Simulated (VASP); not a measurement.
# Na7Nb8O24 (a cell with a defect) in VASP: notebook, part 2 of 2

VASP 6.6.1.

## Step 3: Single point, PBE

INCAR

```
PREC = Accurate
ENCUT = 520
EDIFF = 1E-6
ISMEAR = -1
SIGMA = 0.05
LREAL = Auto
LASPH = True
NELM = 80
ALGO = Fast
ISIF = 2
LWAVE = False
LCHARG = True
GGA = PE
LELF = True
LVHAR = True
NBANDS = 174
NELECT = 298.0
```

KPOINTS

```
regular mesh
0
Gamma
  1 1 1
```

POSCAR

```
Na7Nb8O24
1.0
    0.0000000000      8.0463850000      5.7387620000
    5.7928810000      0.0000000000      5.7387620000
    5.7928810000      8.0463850000      0.0000000000
Na Nb O
7 8 24
Direct
    0.6715590055      0.3586457669      0.6047781322
    0.3308329228      0.2103813670      0.4023534708
    0.8443597033      0.0907200229      0.9282375562
    0.6038038866      0.8105429708      0.6339196377
    0.1236340700      0.8913060861      0.1333136152
    0.9271737289      0.5654129998      0.8999200530
    0.3858672645      0.6441284036      0.3581190101
    0.2845811162      0.2214687950      0.7263324804
    0.0530843786      0.0059004687      0.4374713182
    0.5351822523      0.0084193119     -0.0373686379
    0.7601091910      0.2428423167      0.2521963351
    0.7092979863      0.7631101742      0.2817930440
    0.4685084313      0.5336763605      0.0236628978
   -0.0092152383      0.5109785105      0.5215819719
    0.2085895447      0.7292956647      0.8154106740
    0.8723878690      0.5947055563      0.3972878922
    0.9354271081      0.1000749740      0.3286063678
    0.6393908917      0.9409499553      0.1195586241
    0.6166687517      0.3484697224      0.1639178098
    0.0086503329      0.7195729320      0.0804952897
    0.5017560329      0.2366959189      0.9827491206
    0.2859414364      0.9295994765      0.2069507133
    0.2560489061     -0.0221134336      0.7564803229
    0.5040077018      0.7568565752      0.5022578448
    0.0785282743      0.2114471594      0.4315144343
    0.2581522320      0.5538695943      0.2367905280
    0.2751326778      0.5174947216      0.7447787482
    0.3898164671      0.0879520830      0.8568800308
    0.3928704909      0.5752477199      0.8887733777
    0.1948230342      0.3947989086      0.5654314155
    0.0972370448      0.8871041772      0.6976167933
    0.5432991732      0.2127349680      0.5122928722
    1.0440454372      0.7258659130      0.5055075608
    0.8463508983      0.3989525312      0.7470230205
    0.7462602518      0.5560589592      0.1885446327
    1.0307352852      0.2090268795      0.9781544211
    0.5453053754      0.7591048790     -0.0589006110
    0.7557779467      0.0141093565      0.7128691538
    0.7505575044      0.9926581926      0.2809740467
```

Potentials or basis: VASP PAW PBE potentials, release 64 (Na_pv, Nb_sv, O).

Command:

```console
> cat potpaw_PBE.64/Na_pv/POTCAR potpaw_PBE.64/Nb_sv/POTCAR potpaw_PBE.64/O/POTCAR > POTCAR
> mpirun -np 1 vasp_gam > vasp.out
```

OUTCAR:

```text
PREC = Accurate
   ENCUT = 520
   EDIFF = 1E-6
   ISMEAR = -1
   LREAL = Auto
   LASPH = True
   NELM = 80
   ISIF = 2
   GGA = PE
   NELECT = 298.0

 ion  position               nearest neighbor table
   1  0.672  0.359  0.605-
   2  0.331  0.210  0.402-  30 2.04  25 2.31
   3  0.844  0.091  0.928-  18 2.05
   4  0.604  0.811  0.634-  24 2.32
   5  0.124  0.891  0.133-  22 2.31  17 2.34
   6  0.927  0.565  0.900-  35 2.14
   7  0.386  0.644  0.358-
   8  0.285  0.221  0.726-  28 1.90  32 1.96  23 1.99  36 2.06  30 2.07  27 2.46
   9  0.053  0.006  0.437-  25 1.77  17 1.83  22 1.99  33 2.12  38 2.34
  10  0.535  0.008  0.963-  21 1.83  38 1.93  28 2.06  37 2.09  22 2.11  18 2.17
  11  0.760  0.243  0.252-  19 1.88  39 1.97  32 1.98  17 2.07  36 2.24  35 2.33
  12  0.709  0.763  0.282-  24 1.74  18 1.97  35 2.05  39 2.07  20 2.19  16 2.26
  13  0.469  0.534  0.024-  26 1.74  29 1.79  37 1.92  19 2.34  21 2.48
  14  0.991  0.511  0.522-  34 1.74  33 1.95  16 1.98  30 2.10  26 2.27
  15  0.209  0.729  0.815-  27 1.84  31 1.88  20 1.98  23 2.03  29 2.13  24 2.49
  16  0.872  0.595  0.397-  14 1.98  12 2.26
  17  0.935  0.100  0.329-   9 1.83  11 2.07   5 2.34
  18  0.639  0.941  0.120-  12 1.97   3 2.05  10 2.17
  19  0.617  0.348  0.164-  11 1.88  13 2.34
  20  0.009  0.720  0.080-  15 1.98  12 2.19
  21  0.502  0.237  0.983-  10 1.83  13 2.48
  22  0.286  0.930  0.207-   9 1.99  10 2.11   5 2.31
  23  0.256  0.978  0.756-   8 1.99  15 2.03
  24  0.504  0.757  0.502-  12 1.74   4 2.32  15 2.49
  25  0.079  0.211  0.432-   9 1.77   2 2.31
  26  0.258  0.554  0.237-  13 1.74  14 2.27
  27  0.275  0.517  0.745-  15 1.84   8 2.46
  28  0.390  0.088  0.857-   8 1.90  10 2.06
  29  0.393  0.575  0.889-  13 1.79  15 2.13
  30  0.195  0.395  0.565-   2 2.04   8 2.07  14 2.10
  31  0.097  0.887  0.698-  15 1.88
  32  0.543  0.213  0.512-   8 1.96  11 1.98
  33  0.044  0.726  0.506-  14 1.95   9 2.12
  34  0.846  0.399  0.747-  14 1.74
  35  0.746  0.556  0.189-  12 2.05   6 2.14  11 2.33
  36  0.031  0.209  0.978-   8 2.06  11 2.24
  37  0.545  0.759  0.941-  13 1.92  10 2.09
  38  0.756  0.014  0.713-  10 1.93   9 2.34
  39  0.751  0.993  0.281-  11 1.97  12 2.07

  LATTYP: Found a face centered orthorhombic cell.
 ALAT       =    11.4775240000
 B/A-ratio  =     1.0094304312
 C/A-ratio  =     1.4021116401

  Lattice vectors:

 A1 = (   5.7928810000,   8.0463850000,   0.0000000000)
 A2 = (   0.0000000000,   8.0463850000,   5.7387620000)
 A3 = (   5.7928810000,   0.0000000000,   5.7387620000)

Analysis of symmetry for initial positions (statically):
=====================================================================
 Subroutine PRICEL returns:
 Original cell was already a primitive cell.

 Routine SETGRP: Setting up the symmetry group for a
 face centered orthorhombic supercell.

 Subroutine GETGRP returns: Found  1 space group operations
 (whereof  1 operations were pure point group operations)
 out of a pool of  8 trial point group operations.

The static configuration has the point symmetry C_1 .

Analysis of symmetry for dynamics (positions and initial velocities):
=====================================================================
 Subroutine PRICEL returns:
 Original cell was already a primitive cell.

 Routine SETGRP: Setting up the symmetry group for a
[... 125 lines left out ...]
     0.137485742  0.137485742  0.137485742

  Shift w.r.t. Gamma in fractional coordinates (k-lattice)
     0.000000000  0.000000000  0.000000000

 Subroutine IBZKPT returns following result:
 ===========================================

 Found      1 irreducible k-points:

 Following reciprocal coordinates:
            Coordinates               Weight
  0.000000  0.000000  0.000000      1.000000
   k-points           NKPTS =      1   k-points in BZ     NKDIM =      1   number of bands    NBANDS=    174
   number of dos      NEDOS =    301   number of ions     NIONS =     39
   total plane-waves  NPLWV = 409600
   dimension x,y,z NGX =    80 NGY =   64 NGZ =   80
   dimension x,y,z NGXF=   160 NGYF=  128 NGZF=  160
   ions per type =               7   8  24
   NGX,Y,Z   is equivalent  to a cutoff of  13.46, 13.05, 13.41 a.u.
   NGXF,Y,Z  is equivalent  to a cutoff of  26.91, 26.10, 26.83 a.u.
 SYSTEM =  unknown system
   PREC   = accura    normal or accurate (medium, high low for compatibility)
   ISTART =      0    job   : 0-new  1-cont  2-samecut
   ICHARG =      2    charge: 1-file 2-atom 10-const
   ISPIN  =      1    spin polarized calculation?
   LNONCOLLINEAR =      F non collinear calculations
   LSORBIT =      F    spin-orbit coupling
   LASPH  =      T    aspherical Exc in radial PAW
   ENCUT  =  520.0 eV  38.22 Ry    6.18 a.u.  18.38 15.16 18.43*2*pi/ulx,y,z
   NELM   =     80;   NELMIN=  2; NELMDL= -5     # of ELM steps
   EDIFF  = 0.1E-05   stopping-criterion for ELM
   LREAL  =      T    real-space projection
   EDIFFG = 0.1E-04   stopping-criterion for IOM
   NSW    =      0    number of steps for IOM
[... 5 lines left out ...]
   TEBEG  =    0.0;   TEEND  =   0.0 temperature during run
   PSTRESS=    0.0 pullay stress
   NELECT =     298.0000    total number of electrons
   NUPDOWN=      -1.0000    fix difference up-down
   EMIN   =  10.00;   EMAX   =-10.00  energy-range for DOS
   EFERMI =   0.00;   METHOD = LEGACY
   ISMEAR =    -1;   SIGMA  =   0.05  broadening in eV -4-tet -1-fermi 0-gaus
   EFERMI_NEDOS =   21; number of points for ismear=-14 and -15
   IALGO  =     68    algorithm
   IMIX   =      4    mixing-type and parameters
     AMIX     =   0.40;   BMIX     =  1.00
     AMIX_MAG =   1.60;   BMIX_MAG =  1.00
  volume/ion in A,a.u.               =      13.72        92.57
  Fermi-wavevector in a.u.,A,eV,Ry     =   1.346994  2.545450 24.686319  1.814393
  Thomas-Fermi vector in A             =   2.474781
   LORBIT       =      0    0 simple, 1 ext, 2 COOP (PROOUT), +10 PAW based schemes
   GGA     = PE    functional components
   LHFCALC =     F    Hartree Fock is set to
   AEXX    =    0.0000 exact exchange contribution
   IVDW    =     0    specifies the selected vdW correction
   LEPSILON=     F    determine dielectric tensor
   LRPA    =     F    only Hartree local field effects (RPA)
 non-spin polarized calculation
 RMM-DIIS sequential band-by-band and
  energy-cutoff  :      520.00
  volume of cell :      534.99
 maximum number of plane-waves:      7231
 NGX is ok and might be reduce to    80
   NGX = 37   NGY = 31   NGZ = 37

 number of electron     298.0000002 magnetization

 Free energy of the ion-electron system (eV)
  ---------------------------------------------------
  ext. energy  EPLUGINS =         0.00000000
  ---------------------------------------------------
  free energy    TOTEN  =      -293.34752011 eV

  energy without entropy =     -293.34751997  energy(sigma->0) =     -293.34752004

 E-fermi :   3.7617     XC(G=0):  -9.8222

 val. band max:        2.9099506500   @ k =   0.0000   0.0000   0.0000
 cond. band min:       4.6122380372   @ k =   0.0000   0.0000   0.0000
 fundamental gap:      1.7022873872
 Fermi energy:         3.7616707581

 k-point     1 :       0.0000    0.0000    0.0000
  band No.  band energies     occupation
      1     -52.9904      2.00000
      2     -52.6253      2.00000
      3     -52.5179      2.00000
      4     -52.4414      2.00000
      5     -52.3657      2.00000
      6     -52.2455      2.00000
[... 153 lines left out ...]
    160       6.3349      0.00000
    161       6.4925      0.00000
 [bands above 161 left out]

------------------------ aborting loop because EDIFF is reached ----------------------------------------

  FORCE on cell =-STRESS in cart. coord.  units (eV):
  Direction    XX          YY          ZZ          XY          YZ          ZX
  --------------------------------------------------------------------------------------
  -------------------------------------------------------------------------------------
  Total       -0.3328868     -0.1284040     -2.8294777      1.8360652      3.0007033     -4.4097498
  in kB       -0.9969275     -0.3845436     -8.4737028      5.4986370      8.9864884    -13.2062924
  external PRESSURE =      -3.2850580 kB  Pullay stress =       0.0000000 kB

 VOLUME and BASIS-vectors are now :
 -----------------------------------------------------------------------------
  energy-cutoff  :      520.00
  volume of cell :      534.99
      direct lattice vectors                 reciprocal lattice vectors
     0.000000000  8.046385000  5.738762000    -0.086312838  0.062139706  0.087126805
     5.792881000  0.000000000  5.738762000     0.086312838 -0.062139706  0.087126805
     5.792881000  8.046385000  0.000000000     0.086312838  0.062139706 -0.087126805

 POSITION                                       TOTAL-FORCE (eV/Angst)
 -----------------------------------------------------------------------------------
      5.58100     10.26990      5.91210         0.198236      0.069537     -0.428586
      3.54950      5.89950      3.10590        -2.177589      0.112288     -0.186394
      5.90270     14.26300      5.36620        -0.161367      0.151979      1.641475
      8.36760      9.95920      8.11660         0.774705      0.006081      0.608282
      5.93550      2.06750      5.82450        -0.206986     -0.619158      0.016332
      8.48850     14.70150      8.56560        -0.640802     -0.622596      0.366713
[... 31 lines left out ...]
      4.21130     11.81730      4.41820         0.208633      0.722704      0.019647
      7.37800      8.30010     10.00390         0.141875     -0.319686      1.192809
 -----------------------------------------------------------------------------------
    total drift:                               -0.006079     -0.007662      0.001241

  FREE ENERGIE OF THE ION-ELECTRON SYSTEM (eV)
  ---------------------------------------------------
  free  energy   TOTEN  =      -293.3475201140 eV

  energy  without entropy=     -293.3475199651  energy(sigma->0) =     -293.34752004
```

Run time: 24 min. Hardware: 1 thread of Intel Xeon Platinum 8259CL at 2.50GHz (Skylake/Cascade Lake), shared host; peak memory 0.86 GiB.

What came out:

- Free energy: -293.3475 eV
- Largest force: 5.488 eV/Å
- Band gap on the k mesh: 1.70 eV, direct

Forces on the atoms (eV/Å):
```
Na   0.198  0.070 -0.429
Na  -2.178  0.112 -0.186
Na  -0.161  0.152  1.641
Na   0.775  0.006  0.608
Na  -0.207 -0.619  0.016
Na  -0.641 -0.623  0.367
Na   0.003  0.225 -0.438
Nb   1.770  0.073 -3.657
Nb  -0.682  0.276 -1.790
Nb   1.002 -1.251  1.265
Nb  -1.360 -1.681 -1.185
Nb  -4.399 -0.883  3.160
Nb  -2.063  1.959  1.799
Nb  -0.817 -1.570  3.781
Nb   1.858 -1.868 -1.276
O    1.930  1.935 -1.321
O    1.051 -0.495  0.137
O   -0.827  0.272 -2.316
O   -0.242 -1.155  0.020
O   -1.680 -1.475  2.017
O    0.402  0.112  0.786
O    1.370  1.101 -0.233
O    0.241  0.575  3.270
O    1.578  0.730 -2.084
O    1.795  0.942  1.943
O    0.958  0.200 -1.522
O   -1.430 -0.417 -1.023
O    1.152  0.770  0.756
O   -0.011 -0.757  1.558
O    0.007  2.009 -0.694
O   -0.909 -0.652 -1.161
O   -0.249  0.279  1.591
O    0.257 -0.628 -1.613
O    1.681 -0.098 -2.297
O    0.886  1.512 -1.130
O    1.359 -0.471  0.531
O   -2.766  0.930 -2.106
O    0.209  0.723  0.020
O    0.142 -0.320  1.193
```

Levels at points of the mesh, in eV from the valence-band top:
| k point | band 145 | band 146 | band 147 | band 148 | band 149 | band 150 | band 151 | band 152 | band 153 | band 154 |
| --- | --- | --- | --- | --- | --- | --- | --- | --- | --- | --- |
| (0.00, 0.00, 0.00) | -0.58 | -0.46 | -0.23 | -0.20 | 0.00 | 1.70 | 1.97 | 2.04 | 2.49 | 2.63 |

Caveat: the cell carries a net charge on a neutralising background, which shifts energy and pressure; the cell is charged against a uniform background, so pressure and absolute levels hang on convention. Expect the measured gap to be larger: semilocal functionals such as PBE lack the derivative discontinuity.
